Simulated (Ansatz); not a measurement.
## Structures of TiTe2: which is lowest?

Plane-wave DFT in Ansatz with scalar-relativistic PAW potentials, cutoff 500 eV, Γ-centred meshes chosen by cell and gap, Gaussian smearing with energies taken to zero width. Every cell was relaxed (cell and atoms) in a run of its own, within the symmetry of its start. Functional: r2SCAN.

Relaxed structures (starts from databases or built by putting these elements on another compound's sites):
A. Fm-3m, 3 atoms in the computed cell, a = 6.881 Å; sites (symmetry × multiplicity) Ti m-3m × 4, Te -43m × 8; start: built
B. P-3m1, 3 atoms in the computed cell, a = 3.800 Å, c = 6.908 Å; sites (symmetry × multiplicity) Ti -3m. × 1, Te 3m. × 2; start: database

Q: Rank them by energy. Could pressure change the order?

A:
| structure | group | E − E(lowest) (meV/atom) | V (Å³/atom) | gap on mesh (eV) |
| --- | --- | --- | --- | --- |
| B | P-3m1 | 0.0 | 28.79 | 0.00 |
| A | Fm-3m | 468 | 27.15 | 0.00 |

B is lowest, 468 meV/atom under A. A is denser by 1.64 Å³/atom, so pressure favours it: ΔE/ΔV, with ΔE in eV and 1 eV/Å³ = 160.2 GPa, gives about 46 GPa for equal enthalpy if both cells were rigid; at such pressures compression changes ΔV much, so this is a scale only. Other structures may lie lower than all of these, and vibrations aren't counted.

Spin-orbit coupling is left out, which matters for the bands of heavy elements.